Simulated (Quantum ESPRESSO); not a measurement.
# MgS (Niningerite) (Fm-3m) in Quantum ESPRESSO: notebook

One crystal, MgS (Niningerite), is run at these levels: PBE, PBE+D3(BJ); tasks: band structure, single point, equation of state.

Program: Quantum ESPRESSO 7.5. These are calculated values, not measurements. Logs are shortened: lines on timing, memory, paths and dates and some standing lists are left out, and cuts for length are marked.

## (1) Starting point

It takes space group Fm-3m (No. 225, cubic). The conventional cell has a = 5.203 Å, b = 5.203 Å, c = 5.203 Å, α = 90.00°, β = 90.00°, γ = 90.00°. S (site symmetry m-3m) has 6 Mg at 2.60 Å as nearest neighbours. Mg (site symmetry m-3m) is surrounded by 6 S at 2.60 Å.

## (2) Band structure, PBE

Contents of pw.in:

```
&CONTROL
  calculation = 'scf'
  prefix = 'pwscf'
  outdir = './tmp'
  pseudo_dir = './pseudo'
  tprnfor = .true.
  tstress = .true.
  disk_io = 'low'
/
&SYSTEM
  ibrav = 0
  nat = 2
  ntyp = 2
  ecutwfc = 84
  nbnd = 14
  occupations = 'smearing'
  smearing = 'fd'
  degauss = 0.00367493
/
&ELECTRONS
  conv_thr = 4d-10
  electron_maxstep = 120
  mixing_beta = 0.5
/
ATOMIC_SPECIES
S     32.0600 S.upf
Mg    24.3050 Mg.upf
CELL_PARAMETERS angstrom
   0.0000000000    2.6016500000    2.6016500000
   2.6016500000    0.0000000000    2.6016500000
   2.6016500000    2.6016500000    0.0000000000
ATOMIC_POSITIONS angstrom
S      2.6016500000    2.6016500000    2.6016500000
Mg     0.0000000000    0.0000000000    0.0000000000
K_POINTS automatic
9 9 9 0 0 0
```

Contents of bands.in:

```
&CONTROL
  calculation = 'bands'
  prefix = 'pwscf'
  outdir = './tmp'
  pseudo_dir = './pseudo'
  disk_io = 'low'
  verbosity = 'high'
/
&SYSTEM
  ibrav = 0
  nat = 2
  ntyp = 2
  ecutwfc = 84
  nbnd = 14
  occupations = 'smearing'
  smearing = 'fd'
  degauss = 0.00367493
/
&ELECTRONS
  conv_thr = 1d-08
  electron_maxstep = 120
  mixing_beta = 0.5
  diago_full_acc = .true.
/
ATOMIC_SPECIES
S     32.0600 S.upf
Mg    24.3050 Mg.upf
CELL_PARAMETERS angstrom
   0.0000000000    2.6016500000    2.6016500000
   2.6016500000    0.0000000000    2.6016500000
   2.6016500000    2.6016500000    0.0000000000
ATOMIC_POSITIONS angstrom
S      2.6016500000    2.6016500000    2.6016500000
Mg     0.0000000000    0.0000000000    0.0000000000
K_POINTS crystal
60
 0.0000000000  0.0000000000  0.0000000000 1
 0.0625000000  0.0000000000  0.0625000000 1
 0.1250000000  0.0000000000  0.1250000000 1
 0.1875000000  0.0000000000  0.1875000000 1
 0.2500000000  0.0000000000  0.2500000000 1
 0.3125000000  0.0000000000  0.3125000000 1
 0.3750000000  0.0000000000  0.3750000000 1
 0.4375000000  0.0000000000  0.4375000000 1
 0.5000000000  0.0000000000  0.5000000000 1
 0.5000000000  0.0625000000  0.5625000000 1
 0.5000000000  0.1250000000  0.6250000000 1
 0.5000000000  0.1875000000  0.6875000000 1
 0.5000000000  0.2500000000  0.7500000000 1
 0.4375000000  0.3125000000  0.7500000000 1
 0.3750000000  0.3750000000  0.7500000000 1
 0.3375000000  0.3375000000  0.6750000000 1
 0.3000000000  0.3000000000  0.6000000000 1
 0.2625000000  0.2625000000  0.5250000000 1
 0.2250000000  0.2250000000  0.4500000000 1
 0.1875000000  0.1875000000  0.3750000000 1
 0.1500000000  0.1500000000  0.3000000000 1
 0.1125000000  0.1125000000  0.2250000000 1
 0.0750000000  0.0750000000  0.1500000000 1
 0.0375000000  0.0375000000  0.0750000000 1
 0.0000000000  0.0000000000  0.0000000000 1
 0.0625000000  0.0625000000  0.0625000000 1
 0.1250000000  0.1250000000  0.1250000000 1
 0.1875000000  0.1875000000  0.1875000000 1
 0.2500000000  0.2500000000  0.2500000000 1
 0.3125000000  0.3125000000  0.3125000000 1
 0.3750000000  0.3750000000  0.3750000000 1
 0.4375000000  0.4375000000  0.4375000000 1
 0.5000000000  0.5000000000  0.5000000000 1
 0.5250000000  0.4500000000  0.5250000000 1
 0.5500000000  0.4000000000  0.5500000000 1
 0.5750000000  0.3500000000  0.5750000000 1
 0.6000000000  0.3000000000  0.6000000000 1
 0.6250000000  0.2500000000  0.6250000000 1
 0.5833333333  0.2500000000  0.6666666667 1
 0.5416666667  0.2500000000  0.7083333333 1
 0.5000000000  0.2500000000  0.7500000000 1
 0.5000000000  0.2857142857  0.7142857143 1
 0.5000000000  0.3214285714  0.6785714286 1
 0.5000000000  0.3571428571  0.6428571429 1
 0.5000000000  0.3928571429  0.6071428571 1
 0.5000000000  0.4285714286  0.5714285714 1
 0.5000000000  0.4642857143  0.5357142857 1
 0.5000000000  0.5000000000  0.5000000000 1
 0.4821428571  0.4821428571  0.5357142857 1
 0.4642857143  0.4642857143  0.5714285714 1
 0.4464285714  0.4464285714  0.6071428571 1
 0.4285714286  0.4285714286  0.6428571429 1
 0.4107142857  0.4107142857  0.6785714286 1
 0.3928571429  0.3928571429  0.7142857143 1
 0.3750000000  0.3750000000  0.7500000000 1
 0.6250000000  0.2500000000  0.6250000000 1
 0.5937500000  0.1875000000  0.5937500000 1
 0.5625000000  0.1250000000  0.5625000000 1
 0.5312500000  0.0625000000  0.5312500000 1
 0.5000000000  0.0000000000  0.5000000000 1
```

Potentials or basis: PseudoDojo 0.4.1 SR PBE standard.

Run with:

```
$ OMP_NUM_THREADS=1 pw.x -in pw.in > pw.out
$ OMP_NUM_THREADS=1 pw.x -in bands.in > bands.out
```

pw.out:

```text
This program is part of the open-source Quantum ESPRESSO suite
     for quantum simulation of materials; please cite
[... 9 lines left out ...]
     --------------------
     sticks:   dense  smooth     PW     G-vecs:    dense   smooth      PW
     Sum        1123    1123    337                24693    24693    3943

     Using Slab Decomposition

     bravais-lattice index     =            0
     lattice parameter (alat)  =       6.9528  a.u.
     unit-cell volume          =     237.6694 (a.u.)^3
     number of atoms/cell      =            2
     number of atomic types    =            2
     number of electrons       =        16.00
     number of Kohn-Sham states=           14
     kinetic-energy cutoff     =      84.0000  Ry
     charge density cutoff     =     336.0000  Ry
     scf convergence threshold =      4.0E-10
     mixing beta               =       0.5000
     number of iterations used =            8  plain     mixing
     Exchange-correlation= PBE
                           (   1   4   3   4   0   0   0)

     celldm(1)=   6.952848  celldm(2)=   0.000000  celldm(3)=   0.000000
     celldm(4)=   0.000000  celldm(5)=   0.000000  celldm(6)=   0.000000

     crystal axes: (cart. coord. in units of alat)
               a(1) = (   0.000000   0.707107   0.707107 )
               a(2) = (   0.707107   0.000000   0.707107 )
               a(3) = (   0.707107   0.707107   0.000000 )

     reciprocal axes: (cart. coord. in units 2 pi/alat)
               b(1) = ( -0.707107  0.707107  0.707107 )
               b(2) = (  0.707107 -0.707107  0.707107 )
               b(3) = (  0.707107  0.707107 -0.707107 )

     PseudoPot. # 1 for S  read from file:
     S.upf
     Pseudo is Norm-conserving + core correction, Zval =  6.0
     Generated using ONCVPSP code by D. R. Hamann
     Using radial grid of 1146 points,  6 beta functions with:
                l(1) =   0
                l(2) =   0
                l(3) =   1
                l(4) =   1
                l(5) =   2
                l(6) =   2

     PseudoPot. # 2 for Mg read from file:
     Mg.upf
     Pseudo is Norm-conserving, Zval = 10.0
     Generated using ONCVPSP code by D. R. Hamann
     Using radial grid of 1510 points,  4 beta functions with:
                l(1) =   0
                l(2) =   0
                l(3) =   1
                l(4) =   1

     atomic species   valence    mass     pseudopotential
     S                 6.00    32.06000     S ( 1.00)
     Mg               10.00    24.30500     Mg( 1.00)

     48 Sym. Ops., with inversion, found

   Cartesian axes

     site n.     atom                  positions (alat units)
         1        S      tau(   1) = (   0.7071068   0.7071068   0.7071068  )
         2        Mg     tau(   2) = (   0.0000000   0.0000000   0.0000000  )

     number of k points=    35  Fermi-Dirac smearing, width (Ry)=  0.0037
                       cart. coord. in units 2pi/alat
        k(    1) = (   0.0000000   0.0000000   0.0000000), wk =   0.0027435
        k(    2) = (   0.0785674   0.0785674  -0.0785674), wk =   0.0219479
        k(    3) = (   0.1571348   0.1571348  -0.1571348), wk =   0.0219479
        k(    4) = (   0.2357023   0.2357023  -0.2357023), wk =   0.0219479
        k(    5) = (   0.3142697   0.3142697  -0.3142697), wk =   0.0219479
        k(    6) = (   0.1571348   0.0000000  -0.0000000), wk =   0.0164609
[... 27 lines left out ...]
        k(   34) = (  -0.0000000  -0.4714045   0.6285394), wk =   0.0658436
        k(   35) = (  -0.0785674  -0.3928371   0.7071068), wk =   0.0658436

     Dense  grid:    24693 G-vectors     FFT dimensions: (  45,  45,  45)

     Initial potential from superposition of free atoms

     starting charge      15.9992, renormalised to      16.0000
     Starting wfcs are    9 randomized atomic wfcs +    5 random wfcs

     Self-consistent Calculation

     iteration #  1     ecut=    84.00 Ry     beta= 0.50
     Davidson diagonalization with overlap
     ethr =  1.00E-02,  avg # of iterations =  7.3

[... 54 lines left out ...]

   -68.4080 -35.1644 -35.1628 -35.1627  -5.8761   4.3686   5.8568   5.9332
    11.7529  13.2540  14.0280  15.0978  15.7978  17.0796

          k = 0.3143 0.1571-0.1571 (  3083 PWs)   bands (ev):

   -68.4079 -35.1664 -35.1632 -35.1630  -5.4634   3.0017   5.6584   5.6645
    11.6978  13.2176  14.3192  14.5208  17.2174  18.3647

          k = 0.3928 0.2357-0.2357 (  3072 PWs)   bands (ev):

   -68.4078 -35.1680 -35.1634 -35.1633  -5.0658   1.9873   5.3685   5.5992
    11.4961  12.7875  13.9137  15.9308  18.0899  19.6822

          k =-0.2357-0.3928 0.3928 (  3091 PWs)   bands (ev):

   -68.4078 -35.1685 -35.1636 -35.1632  -4.9363   1.6987   5.1854   5.6788
    11.4982  12.7487  13.6072  16.7152  18.5568  19.6572

          k =-0.1571-0.3143 0.3143 (  3090 PWs)   bands (ev):

   -68.4079 -35.1676 -35.1636 -35.1630  -5.1827   2.2656   5.1765   5.8756
    11.6977  13.1217  13.6787  15.7125  17.5578  18.7541

          k =-0.0786-0.2357 0.2357 (  3094 PWs)   bands (ev):

   -68.4080 -35.1657 -35.1633 -35.1626  -5.6111   3.4260   5.3740   6.1167
    11.9489  13.8078  14.1509  14.2167  15.8953  18.3247

          k =-0.0000-0.1571 0.1571 (  3070 PWs)   bands (ev):

   -68.4081 -35.1639 -35.1628 -35.1624  -5.9859   4.7025   5.8017   6.2887
    11.5172  13.6345  14.6311  14.8313  15.0330  16.8208

          k = 0.3143 0.0000-0.0000 (  3082 PWs)   bands (ev):

   -68.4080 -35.1647 -35.1632 -35.1632  -5.7000   4.1470   5.5445   5.5445
    11.6822  12.2812  14.2340  16.1429  16.1429  17.4698

          k = 0.3928 0.0786-0.0786 (  3093 PWs)   bands (ev):
[... 56 lines left out ...]
   -68.4079 -35.1655 -35.1636 -35.1629  -5.5746   3.6205   5.1678   5.8410
    12.2495  12.9186  13.4742  15.4354  16.0550  18.5137

          k = 0.3928 0.2357-0.0786 (  3076 PWs)   bands (ev):

   -68.4079 -35.1669 -35.1642 -35.1632  -5.1780   2.7049   4.6765   5.5902
    12.1257  12.8073  13.9424  15.0933  17.3691  20.2751

          k =-0.2357-0.3928 0.5500 (  3097 PWs)   bands (ev):

   -68.4078 -35.1679 -35.1644 -35.1635  -4.8747   2.0555   4.4807   5.3760
    12.0486  12.3565  14.4928  15.7237  18.6612  19.7291

          k = 0.4714 0.1571-0.0000 (  3084 PWs)   bands (ev):

   -68.4078 -35.1669 -35.1644 -35.1639  -5.0489   2.8202   4.5908   5.0628
    10.9596  12.1410  14.6947  16.6915  17.8084  20.3735

          k =-0.1571-0.4714 0.6285 (  3088 PWs)   bands (ev):

   -68.4078 -35.1673 -35.1651 -35.1641  -4.7685   2.5034   3.9621   4.8331
    11.0689  12.9708  14.4431  16.3212  18.8357  20.8228

          k =-0.0786-0.3928 0.5500 (  3100 PWs)   bands (ev):

   -68.4078 -35.1671 -35.1657 -35.1640  -4.6892   2.4986   3.5181   4.9197
    11.3925  13.4311  15.0676  15.3217  18.5188  19.7673

          k =-0.0000-0.3143 0.4714 (  3081 PWs)   bands (ev):

   -68.4078 -35.1670 -35.1654 -35.1636  -4.8653   2.5976   3.7618   5.2413
    11.9289  13.3101  13.9618  15.6486  17.9922  19.8109

          k =-0.0786-0.5500 0.7071 (  3093 PWs)   bands (ev):

   -68.4077 -35.1676 -35.1650 -35.1646  -4.6613   2.4299   4.2674   4.4652
    10.0903  11.7119  16.2633  17.4417  19.5208  21.3113

          k =-0.0000-0.4714 0.6285 (  3111 PWs)   bands (ev):

   -68.4077 -35.1671 -35.1658 -35.1645  -4.5995   2.6761   3.4380   4.5363
    10.6802  12.8708  15.5497  16.1108  19.3972  20.5871

          k =-0.0786-0.3928 0.7071 (  3084 PWs)   bands (ev):

   -68.4077 -35.1668 -35.1660 -35.1646  -4.6130   2.8343   3.4017   4.2609
    11.5507  13.7477  14.0559  15.4801  19.9715  20.2617

     the Fermi energy is     7.6493 ev

!    total energy              =    -141.07689173 Ry
     estimated scf accuracy    <          1.4E-10 Ry
     smearing contrib. (-TS)   =      -0.00000000 Ry
     internal energy E=F+TS    =    -141.07689173 Ry

     The total energy is F=E-TS. E is the sum of the following terms:
     one-electron contribution =     -86.43762980 Ry
     hartree contribution      =      44.42276916 Ry
     xc contribution           =     -22.34855456 Ry
     ewald contribution        =     -76.71347653 Ry

     convergence has been achieved in   8 iterations

     Forces acting on atoms (cartesian axes, Ry/au):

     atom    1 type  1   force =    -0.00000000   -0.00000000    0.00000000
     atom    2 type  2   force =     0.00000000    0.00000000   -0.00000000

     Total force =     0.000000     Total SCF correction =     0.000000

     Computing stress (Cartesian axis) and pressure

          total   stress  (Ry/bohr**3)                   (kbar)     P=       12.16
   0.00008268  -0.00000000  -0.00000000           12.16       -0.00       -0.00
  -0.00000000   0.00008268  -0.00000000           -0.00       12.16       -0.00
  -0.00000000  -0.00000000   0.00008268           -0.00       -0.00       12.16

=------------------------------------------------------------------------------=
   JOB DONE.
=------------------------------------------------------------------------------=
```

Wall time 48 s (1 thread of Arm Neoverse V2, shared host); peak memory 0.09 GiB.

Results:

- Free energy: -1919.4489 eV
- Pressure: 1.2 GPa
- Band gap on the k mesh: 2.92 eV, indirect (least direct gap 3.71 eV)
- Band gap along the path: 2.79 eV, indirect (least direct gap 3.71 eV)

Levels at the corners of the path, in eV from the valence-band top:
```tsv
point	band 6	band 7	band 8	band 9	band 10	band 11
Γ	0.00	0.00	0.00	3.71	7.95	7.95
X	-4.18	-1.68	-1.68	2.79	4.41	12.00
W	-3.22	-3.22	-2.35	5.26	7.95	7.95
K	-3.68	-3.18	-1.36	3.92	6.70	9.68
Γ	0.00	0.00	0.00	3.71	7.95	7.95
L	-4.82	-0.58	-0.58	4.55	6.89	6.89
U	-3.68	-3.18	-1.36	3.92	6.70	9.68
W	-3.22	-3.22	-2.35	5.26	7.95	7.95
L	-4.82	-0.58	-0.58	4.55	6.89	6.89
K	-3.68	-3.18	-1.36	3.92	6.70	9.68
U	-3.68	-3.18	-1.36	3.92	6.70	9.68
X	-4.18	-1.68	-1.68	2.79	4.41	12.00
```

Caveat: the mesh misses the band edges, which the band path finds closer together.

## (3) Single point, PBE+D3(BJ), 16.55 Å³/atom

Contents of pw.in:

```
&CONTROL
  calculation = 'scf'
  prefix = 'pwscf'
  outdir = './tmp'
  pseudo_dir = './pseudo'
  tprnfor = .true.
  tstress = .true.
  disk_io = 'nowf'
/
&SYSTEM
  ibrav = 0
  nat = 2
  ntyp = 2
  ecutwfc = 84
  nbnd = 14
  occupations = 'smearing'
  smearing = 'fd'
  degauss = 0.00367493
  vdw_corr = 'grimme-d3'
  dftd3_version = 4
/
&ELECTRONS
  conv_thr = 4d-10
  electron_maxstep = 120
  mixing_beta = 0.5
/
ATOMIC_SPECIES
S     32.0600 S.upf
Mg    24.3050 Mg.upf
CELL_PARAMETERS angstrom
   0.0000000000    2.5485401997    2.5485401997
   2.5485401997    0.0000000000    2.5485401997
   2.5485401997    2.5485401997    0.0000000000
ATOMIC_POSITIONS crystal
S      0.5000000000    0.5000000000    0.5000000000
Mg     0.0000000000    0.0000000000    0.0000000000
K_POINTS automatic
9 9 9 0 0 0
```

Potentials or basis: PseudoDojo 0.4.1 SR PBE standard.

Run with:

```
$ OMP_NUM_THREADS=1 pw.x -in pw.in > pw.out
```

It took 16 s on 1 thread of Arm Neoverse V2, shared host; peak memory 0.09 GiB.

The run converged. Its results:

| Property | Result |
| --- | --- |
| Free energy | -1920.1088 eV |
| Pressure | 3.5 GPa |
| Band gap on the k mesh | 3.05 eV, indirect (least direct gap 4.22 eV) |

Caveat: an odd mesh through Γ misses points on the zone boundary, where band edges often lie.

## (4) Single point, PBE+D3(BJ), 16.91 Å³/atom

pw.in, as its differences from that of step 3:

```diff
@@ -30,5 +30,5 @@
 CELL_PARAMETERS angstrom
-   0.0000000000    2.5485401997    2.5485401997
-   2.5485401997    0.0000000000    2.5485401997
-   2.5485401997    2.5485401997    0.0000000000
+   0.0000000000    2.5664882573    2.5664882573
+   2.5664882573    0.0000000000    2.5664882573
+   2.5664882573    2.5664882573    0.0000000000
 ATOMIC_POSITIONS crystal
```

Run with:

```
$ OMP_NUM_THREADS=1 pw.x -in pw.in > pw.out
```

Wall time 22 s (1 thread of Arm Neoverse V2, shared host); peak memory 0.09 GiB.

Results (log left out):

```yaml
Free_energy: -1920.1198 eV
Pressure: 1.6 GPa
Band_gap_on_the_k_mesh: 3.00 eV, indirect (least direct gap 4.04 eV)
```

Caveat: an odd mesh through Γ misses points on the zone boundary, where band edges often lie.

## (5) Single point, PBE+D3(BJ), 17.26 Å³/atom

pw.in, as its differences from that of step 4:

```diff
@@ -30,5 +30,5 @@
 CELL_PARAMETERS angstrom
-   0.0000000000    2.5664882573    2.5664882573
-   2.5664882573    0.0000000000    2.5664882573
-   2.5664882573    2.5664882573    0.0000000000
+   0.0000000000    2.5841887356    2.5841887356
+   2.5841887356    0.0000000000    2.5841887356
+   2.5841887356    2.5841887356    0.0000000000
 ATOMIC_POSITIONS crystal
```

Run with:

```
$ OMP_NUM_THREADS=1 pw.x -in pw.in > pw.out
```

Wall time 22 s (1 thread of Arm Neoverse V2, shared host); peak memory 0.09 GiB.

Results (log left out):

```
Free energy            : -1920.1229 eV
Pressure               : -0.1 GPa
Band gap on the k mesh : 2.96 eV, indirect (least direct gap 3.87 eV)
```

Caveat: an odd mesh through Γ misses points on the zone boundary, where band edges often lie.

## (6) Single point, PBE+D3(BJ), 17.61 Å³/atom

pw.in, as its differences from that of step 5:

```diff
@@ -30,5 +30,5 @@
 CELL_PARAMETERS angstrom
-   0.0000000000    2.5841887356    2.5841887356
-   2.5841887356    0.0000000000    2.5841887356
-   2.5841887356    2.5841887356    0.0000000000
+   0.0000000000    2.6016500000    2.6016500000
+   2.6016500000    0.0000000000    2.6016500000
+   2.6016500000    2.6016500000    0.0000000000
 ATOMIC_POSITIONS crystal
```

Potentials or basis: PseudoDojo 0.4.1 SR PBE standard.

Run with:

```
$ OMP_NUM_THREADS=1 pw.x -in pw.in > pw.out
```

It took 23 s on 1 thread of Arm Neoverse V2, shared host; peak memory 0.09 GiB.

It converged, with:

```
Free energy            : -1920.1189 eV
Pressure               : -1.7 GPa
Band gap on the k mesh : 2.92 eV, indirect (least direct gap 3.71 eV)
```

Caveat: an odd mesh through Γ misses points on the zone boundary, where band edges often lie.

## (7) Single point, PBE+D3(BJ), 17.96 Å³/atom

pw.in, as its differences from that of step 6:

```diff
@@ -30,5 +30,5 @@
 CELL_PARAMETERS angstrom
-   0.0000000000    2.6016500000    2.6016500000
-   2.6016500000    0.0000000000    2.6016500000
-   2.6016500000    2.6016500000    0.0000000000
+   0.0000000000    2.6188799723    2.6188799723
+   2.6188799723    0.0000000000    2.6188799723
+   2.6188799723    2.6188799723    0.0000000000
 ATOMIC_POSITIONS crystal
```

Run with:

```
$ OMP_NUM_THREADS=1 pw.x -in pw.in > pw.out
```

Wall time 23 s (1 thread of Arm Neoverse V2, shared host); peak memory 0.09 GiB.

It converged, with:

| Property | Result |
| --- | --- |
| Free energy | -1920.1084 eV |
| Pressure | -3.1 GPa |
| Band gap on the k mesh | 2.87 eV, indirect (least direct gap 3.56 eV) |

Caveat: an odd mesh through Γ misses points on the zone boundary, where band edges often lie.

## (8) Single point, PBE+D3(BJ), 18.31 Å³/atom

pw.in, as its differences from that of step 7:

```diff
@@ -30,5 +30,5 @@
 CELL_PARAMETERS angstrom
-   0.0000000000    2.6188799723    2.6188799723
-   2.6188799723    0.0000000000    2.6188799723
-   2.6188799723    2.6188799723    0.0000000000
+   0.0000000000    2.6358861629    2.6358861629
+   2.6358861629    0.0000000000    2.6358861629
+   2.6358861629    2.6358861629    0.0000000000
 ATOMIC_POSITIONS crystal
```

Run with:

```
$ OMP_NUM_THREADS=1 pw.x -in pw.in > pw.out
```

Run time: 23 s. Hardware: 1 thread of Arm Neoverse V2, shared host; peak memory 0.09 GiB.

Results (log left out):

- Free energy: -1920.0920 eV
- Pressure: -4.4 GPa
- Band gap on the k mesh: 2.83 eV, indirect (least direct gap 3.41 eV)

Caveat: an odd mesh through Γ misses points on the zone boundary, where band edges often lie.

## (9) Single point, PBE+D3(BJ), 18.67 Å³/atom

pw.in, as its differences from that of step 8:

```diff
@@ -30,5 +30,5 @@
 CELL_PARAMETERS angstrom
-   0.0000000000    2.6358861629    2.6358861629
-   2.6358861629    0.0000000000    2.6358861629
-   2.6358861629    2.6358861629    0.0000000000
+   0.0000000000    2.6526756995    2.6526756995
+   2.6526756995    0.0000000000    2.6526756995
+   2.6526756995    2.6526756995    0.0000000000
 ATOMIC_POSITIONS crystal
```

Potentials or basis: PseudoDojo 0.4.1 SR PBE standard.

Run with:

```
$ OMP_NUM_THREADS=1 pw.x -in pw.in > pw.out
```

Wall time 23 s (1 thread of Arm Neoverse V2, shared host); peak memory 0.09 GiB.

Results (log left out):

```yaml
Free_energy: -1920.0704 eV
Pressure: -5.5 GPa
Band_gap_on_the_k_mesh: 2.78 eV, indirect (least direct gap 3.27 eV)
```

Caveat: an odd mesh through Γ misses points on the zone boundary, where band edges often lie.

## (10) Equation of state, PBE+D3(BJ)

Potentials or basis: PseudoDojo 0.4.1 SR PBE standard.

This step only gathers the single runs of the series.

Results:

- Equilibrium volume: 17.23 Å³/atom
- Bulk modulus: 80 GPa
- Pressure derivative of the bulk modulus: 3.9

Energy against volume, from the lowest point:
| volume (Å³/atom) | energy (meV/atom) |
| --- | --- |
| 16.553 | 7.06 |
| 16.905 | 1.57 |
| 17.257 | 0.00 |
| 17.609 | 2.02 |
| 17.962 | 7.27 |
| 18.314 | 15.45 |
| 18.666 | 26.27 |
